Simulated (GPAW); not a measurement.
# Al (P-1) in GPAW: convergence with k mesh

Aim: find how far k mesh must go before the results for Al settle, at r2SCAN. This setting moves, with any that are tied to it; all else stays.

Program: GPAW 26.7.0. These are calculated values, not measurements. Logs are shortened: lines on timing, memory, paths and dates and some standing lists are left out, and cuts for length are marked. The log counts tension as positive stress, the text compression.

### Step 1. The cell of the first run

The typed cell holds 2 atoms: a = 4.492 Å, b = 4.492 Å, c = 2.723 Å, α = 90.00°, β = 90.00°, γ = 120.00°.

The cell was built by a generator and needn't be a form met in nature.

The cell isn't the ideal one: atoms moved at random, drawn with an rms of 0.05 Å.

### Step 2. With k mesh 2 × 2 × 2

run.py reads:

```python
from ase import Atoms
from ase.dft.bandgap import bandgap
from ase.io import write
from ase.units import GPa
from gpaw import GPAW, PW

atoms = Atoms(['Al', 'Al'],
              cell=[[4.4916001283, 0.0, 0.0],
                    [-2.2458000642, 3.8898398148, 0.0],
                    [0.0, 0.0, 2.7226]],
              scaled_positions=[[0.316559, 0.657681, 0.011944],
                                [0.660338, 0.320916, -0.024846]],
              pbc=True)

calc = GPAW(mode=PW(600),
            xc='MGGA_X_R2SCAN+MGGA_C_R2SCAN',
            kpts={'size': (2, 2, 2), 'gamma': True},
            occupations={'name': 'fermi-dirac', 'width': 0.05},
            nbands=10,
            convergence={'density': 1e-05, 'energy': 1e-05},
            maxiter=100,
            txt='gpaw.txt')
atoms.calc = calc
energy = atoms.get_potential_energy()
forces = atoms.get_forces()
stress = atoms.get_stress()
calc.write('gs.gpw')
write('result.traj', atoms)
print(f'Energy: {energy:.6f} eV')
print('Forces (eV/A):')
print(forces.round(4))
print('Stress (GPa):', (stress / GPa).round(3))
print('Fermi level:', round(calc.get_fermi_level(), 4), 'eV')
print(f'Gap: {bandgap(calc)[0]:.4f} eV, direct: {bandgap(calc, direct=True)[0]:.4f} eV')
```

Potentials or basis: GPAW PAW data sets (gpaw-data 1.2.1), pw.

Launch:

```sh
$ OMP_NUM_THREADS=1 python run.py
```

gpaw.txt:

```text
__  _  _
 | _ |_)|_||  |
 |__||  | ||/\| - 26.7.0

Input parameters:
  mode=PW(ecut=600.0),
  convergence={'density': 1e-05, 'energy': 1e-05},
  kpts=MonkhorstPack(size=(2, 2, 2), gamma=True),
  maxiter=100,
  nbands=10,
  occupations=Occupations(name='fermi-dirac', width=0.05),
  xc=XC(name='MGGA_X_R2SCAN+MGGA_C_R2SCAN')

Diagonalizing LCAO Hamiltonian
Converting LCAO to pw mode

        Al  Al

Atoms  # Å, Bohr magnetons
|   | symbol |         x |        y |         z |    initial magnetic moments |
|---|--------|-----------|----------|-----------|-----------------------------|
| 0 |     Al | -0.055164 | 2.558274 |  0.032519 | ( 0.0000,  0.0000,  0.0000) |
| 1 |     Al |  2.245261 | 1.248312 | -0.067646 | ( 0.0000,  0.0000,  0.0000) |

Unit cell  # Å
| periodic |         x |        y |        z |  lengths |     angles |
|----------|-----------|----------|----------|----------|------------|
|      yes |  4.491600 | 0.000000 | 0.000000 | 4.491600 |  90.000000 |
|      yes | -2.245800 | 3.889840 | 0.000000 | 4.491600 |  90.000000 |
|      yes |  0.000000 | 0.000000 | 2.722600 | 2.722600 | 120.000000 |

Number of symmetries: 1
Symmetry operations  # r_c * U_cc + t_c -> r_c
|   | kind |            matrix            |
|---|------|------------------------------|
| 0 |  E   |  1, 0, 0,  0, 1, 0,  0, 0, 1 |

BZ-sampling:
  Number of BZ points: 8
  Number of IBZ points: 8

  Monkhorst-Pack size: [2, 2, 2]
  Monkhorst-Pack shift: [0.25, 0.25, 0.25]

K-points  # in reciprocal-cell coordinates
|   |                                coordinates |     weight |
|---|--------------------------------------------|------------|
| 0 | (  0.00000000,   0.00000000,   0.00000000) | 0.12500000 |
| 1 | (  0.00000000,   0.00000000,   0.50000000) | 0.12500000 |
| 2 | (  0.00000000,   0.50000000,   0.00000000) | 0.12500000 |
| 3 | (  0.00000000,   0.50000000,   0.50000000) | 0.12500000 |
| 4 | (  0.50000000,   0.00000000,   0.00000000) | 0.12500000 |
| 5 | (  0.50000000,   0.00000000,   0.50000000) | 0.12500000 |
| 6 | (  0.50000000,   0.50000000,   0.00000000) | 0.12500000 |
| 7 | (  0.50000000,   0.50000000,   0.50000000) | 0.12500000 |

Plane wave coefficients: 1601
Cutoff: 600.0 eV

Spin-components: 1 (collinear spins)
Bands:           10
Projectors:      10
Spin-degeneracy: 2
Datatype:        complex128

Parallelization:
  kpt:    1
  domain: 1
  band:   1

Density:
  Valence electrons: 6.0
  Components: 1
  Grid points: [27 27 16]
  Charge: 0.0  # |e|

Potential:
  Grid points: [27 27 16]

species:
  Al:
    name:    Aluminium
    Z:       13.0
    valence: 3
    core:    10
    charge:  0.0  # [|e|]
    compensation charges:
      type: gauss
      rc: 0.34  # [Å]
      lmax: 2
    cutoffs:
      filter: 1.91  # [Å]
      core: 2.36  # [Å]
    projectors
    | kind |    occ | energy [eV] | rcut [Å] |
    |------|--------|-------------|----------|
    |   3s |  2.000 |      -7.753 |    1.085 |
    |   3p |  1.000 |      -2.712 |    1.085 |
    |    s |        |      19.459 |    1.085 |
    |    p |        |      24.499 |    1.085 |
    |    d |        |       0.000 |    1.085 |

    Using partial waves for Al as LCAO basis

Reference energy: -13206.846530  # eV

eigensolver:
  PPCG
  Converge bands: occupied
  niter=2

density mixing:
  MSR1-Mixer
  Pratt-step length: 0.05
  Maximum mixing coefficient: 0.75
  Old densities: 10
  SVD Regularization: 0.005
  Good broyden scale: 1.0
  Trust region scale: 1.0
  Backstep threshold: 4.0
  History deletion threshold: 6.0
  Fourier metric: weight=20.0, sigma=0.015

occupation numbers:
  Fermi-Dirac:
    width: 0.0500  # eV

poisson solver:
  ecut: 4800.0  # eV

xc functional:
  name: MGGA_X_R2SCAN+MGGA_C_R2SCAN with 2 nearest neighbor stencil

convergence criteria:
- Maximum integral of absolute [dens]ity change: 1e-05 electrons / valence electron
- Maximum [total energy] change in last 3 cyles: 1e-05 eV / valence electron
- Maximum integral of absolute [eigenst]ate change: 4e-08 eV^2 / valence electron
maximum number of iterations: 100

SCF iterations
|iter     | |      energy | eigst |  dens |
|---------|-|-------------|-------|-------|
|iter:   1| |  -12.055927 | -0.18 |       |
|iter:   2| |  -11.473523 | -1.79 | -0.85 |
|iter:   3| |  -11.410527 | -2.20 | -0.86 |
|iter:   4| |  -11.450000 | -2.33 | -1.40 |
|iter:   5| |  -11.448245 | -3.82 | -1.60 |
|iter:   6| |  -11.450144 | -3.68 | -1.91 |
|iter:   7| |  -11.450427 | -5.47 | -2.51 |
|iter:   8| |  -11.450453 | -6.10 | -2.98 |
|iter:   9| |  -11.450438c| -7.01 | -3.53 |
|iter:  10| |  -11.450439c| -7.60c| -4.52 |
|iter:  11| |  -11.450439c| -8.07c| -4.99 |
|iter:  12| |  -11.450439c| -8.95c| -5.78c|

Converged in 12 steps
Energy contributions relative to reference atoms: (reference = -13206.846530)

Energy contributions:
  Kinetic:           9.416578
  Coulomb:          -5.775680
  Zero:             -0.019547
  External:          0.000000
  Xc:              -15.055996
  Entropy:          -0.031587
  Spinorbit:         0.000000
  ----------------------------
  Free energy:     -11.466232
  Extrapolated:    -11.450439

dipole moment: (-0.128078, -0.179010, -0.162848)  # |e|*Ang

Fermi level: 2.772
Eigenvalues  # (at kpt = [0.000, 0.000, 0.000])
| band index |      eig [eV] | occ [0-2] |
|------------|---------------|-----------|
|          0 |        -5.785 |     2.000 |
|          1 |         2.623 |     1.903 |
|          2 |         2.768 |     1.037 |
|          3 |         3.470 |     0.000 |
|          4 |         5.941 |     0.000 |
|          5 |         6.117 |     0.000 |
|          6 |         9.528 |     0.000 |
|          7 |        13.982 |     0.000 |
|          8 |        14.387 |     0.000 |
|          9 |        21.158 |     0.000 |

No gap
No difference between direct/indirect transitions

Forces  # eV/Ang
|        x |        y |        z |
|----------|----------|----------|
| -0.24752 |  0.08541 |  0.13227 |  # Al   0
|  0.24747 | -0.08542 | -0.13250 |  # Al   1

Stress tensor  # eV/Ang^3
|         x |         y |         z |
|-----------|-----------|-----------|
|  0.038243 | -0.006427 | -0.002561 |
| -0.006427 |  0.036295 |  0.000597 |
| -0.002561 |  0.000597 | -0.161170 |

# Writing to gs.gpw (mode='')
```

stdout:

```text
Energy: -11.450439 eV
Forces (eV/A):
[[-0.2475  0.0854  0.1323]
 [ 0.2475 -0.0854 -0.1325]]
Stress (GPa): [  6.127   5.815 -25.822   0.096  -0.41   -1.03 ]
Fermi level: 2.7715 eV
Gap: 0.0000 eV, direct: 0.0000 eV
```

Wall time 5.7 s (1 thread of Intel Xeon 6975P-C (Granite Rapids), shared host); peak memory 0.17 GiB.

What came out:

```yaml
Free_energy: -11.4662 eV
Pressure: 4.6 GPa
Largest_force: 0.293 eV/Å
Band_gap_on_the_k_mesh: none (metal or under the smearing width)
```

### Step 3. With k mesh 2 × 2 × 3

Edit run.py of step 2 so:

```diff
@@ -16,3 +16,3 @@
             xc='MGGA_X_R2SCAN+MGGA_C_R2SCAN',
-            kpts={'size': (2, 2, 2), 'gamma': True},
+            kpts={'size': (2, 2, 3), 'gamma': True},
             occupations={'name': 'fermi-dirac', 'width': 0.05},
```

Potentials or basis: GPAW PAW data sets (gpaw-data 1.2.1), pw.

Launch:

```sh
$ OMP_NUM_THREADS=1 python run.py
```

Run time: 6.6 s. Hardware: 1 thread of Intel Xeon 6975P-C (Granite Rapids), shared host; peak memory 0.17 GiB.

What came out:

```
Free energy            : -10.9917 eV
Pressure               : 2.9 GPa
Largest force          : 0.382 eV/Å
Band gap on the k mesh : none (metal or under the smearing width)
```

### Step 4. With k mesh 3 × 3 × 4

Edit run.py of step 3 so:

```diff
@@ -16,3 +16,3 @@
             xc='MGGA_X_R2SCAN+MGGA_C_R2SCAN',
-            kpts={'size': (2, 2, 3), 'gamma': True},
+            kpts={'size': (3, 3, 4), 'gamma': True},
             occupations={'name': 'fermi-dirac', 'width': 0.05},
```

Launch:

```sh
$ OMP_NUM_THREADS=1 python run.py
```

Wall time 9.3 s (1 thread of Intel Xeon 6975P-C (Granite Rapids), shared host); peak memory 0.17 GiB.

Results:

| Quantity | Value |
| --- | --- |
| Free energy | -12.0972 eV |
| Pressure | 2.7 GPa |
| Largest force | 0.298 eV/Å |
| Band gap on the k mesh | none (metal or under the smearing width) |

### Step 5. With k mesh 4 × 4 × 5

Edit run.py of step 4 so:

```diff
@@ -16,3 +16,3 @@
             xc='MGGA_X_R2SCAN+MGGA_C_R2SCAN',
-            kpts={'size': (3, 3, 4), 'gamma': True},
+            kpts={'size': (4, 4, 5), 'gamma': True},
             occupations={'name': 'fermi-dirac', 'width': 0.05},
```

Launch:

```sh
$ OMP_NUM_THREADS=1 python run.py
```

Wall time 21 s (1 thread of Intel Xeon 6975P-C (Granite Rapids), shared host); peak memory 0.18 GiB.

The run converged. Its results:

- Free energy: -12.1041 eV
- Pressure: 1.6 GPa
- Largest force: 0.263 eV/Å
- Band gap on the k mesh: none (metal or under the smearing width)

### Step 6. With k mesh 5 × 5 × 6

Edit run.py of step 5 so:

```diff
@@ -16,3 +16,3 @@
             xc='MGGA_X_R2SCAN+MGGA_C_R2SCAN',
-            kpts={'size': (4, 4, 5), 'gamma': True},
+            kpts={'size': (5, 5, 6), 'gamma': True},
             occupations={'name': 'fermi-dirac', 'width': 0.05},
```

Potentials or basis: GPAW PAW data sets (gpaw-data 1.2.1), pw.

Launch:

```sh
$ OMP_NUM_THREADS=1 python run.py
```

Wall time 36 s (1 thread of Intel Xeon 6975P-C (Granite Rapids), shared host); peak memory 0.2 GiB.

It converged, with:

```
Free energy            : -12.1324 eV
Pressure               : 1.1 GPa
Largest force          : 0.396 eV/Å
Band gap on the k mesh : none (metal or under the smearing width)
```

### Step 7. With k mesh 5 × 5 × 7

Edit run.py of step 6 so:

```diff
@@ -16,3 +16,3 @@
             xc='MGGA_X_R2SCAN+MGGA_C_R2SCAN',
-            kpts={'size': (5, 5, 6), 'gamma': True},
+            kpts={'size': (5, 5, 7), 'gamma': True},
             occupations={'name': 'fermi-dirac', 'width': 0.05},
```

Launch:

```sh
$ OMP_NUM_THREADS=1 python run.py
```

Wall time 41 s (1 thread of Intel Xeon 6975P-C (Granite Rapids), shared host); peak memory 0.21 GiB.

It converged, with:

* Free energy: -12.1893 eV
* Pressure: 1.0 GPa
* Largest force: 0.320 eV/Å
* Band gap on the k mesh: none (metal or under the smearing width)

### Step 8. With k mesh 6 × 6 × 9

Edit run.py of step 7 so:

```diff
@@ -16,3 +16,3 @@
             xc='MGGA_X_R2SCAN+MGGA_C_R2SCAN',
-            kpts={'size': (5, 5, 7), 'gamma': True},
+            kpts={'size': (6, 6, 9), 'gamma': True},
             occupations={'name': 'fermi-dirac', 'width': 0.05},
```

Launch:

```sh
$ OMP_NUM_THREADS=1 python run.py
```

Wall time 75 s (1 thread of Intel Xeon 6975P-C (Granite Rapids), shared host); peak memory 0.25 GiB.

Results (log left out):

```
Free energy            : -12.1715 eV
Pressure               : 1.0 GPa
Largest force          : 0.353 eV/Å
Band gap on the k mesh : none (metal or under the smearing width)
```

### Step 9. Result

| k mesh | energy less the tightest run, at zero smearing (meV/atom) | pressure (GPa) | largest force (eV/Å) | SCF cycles | CPU time (s) | peak memory (GiB) |
| --- | --- | --- | --- | --- | --- | --- |
| 2 × 2 × 2 | 358.50 | 4.63 | 0.293 | 12 | 5.7 | 0.17 |
| 2 × 2 × 3 | 591.16 | 2.87 | 0.382 | 14 | 6.6 | 0.17 |
| 3 × 3 × 4 | 38.05 | 2.65 | 0.298 | 10 | 9.3 | 0.17 |
| 4 × 4 × 5 | 34.56 | 1.60 | 0.263 | 11 | 21 | 0.18 |
| 5 × 5 × 6 | 20.04 | 1.07 | 0.396 | 11 | 36 | 0.2 |
| 5 × 5 × 7 | -8.61 | 0.95 | 0.320 | 11 | 41 | 0.21 |
| 6 × 6 × 9 | 0.00 | 0.96 | 0.353 | 11 | 75 | 0.25 |

Against the tightest run, the pressure stays within 0.1 GPa from 5 × 5 × 7 on. Not settled before the last step: the energy (to 1 meV/atom), the largest force (to 0.005 eV/Å). Meshes of other sizes hit other points, so gaps and Fermi surfaces needn't settle smoothly. The tightest run that finished is the yardstick and may itself not be fully converged.

Caveats: the PAW data sets were made with another functional, which shifts forces and pressure a little.
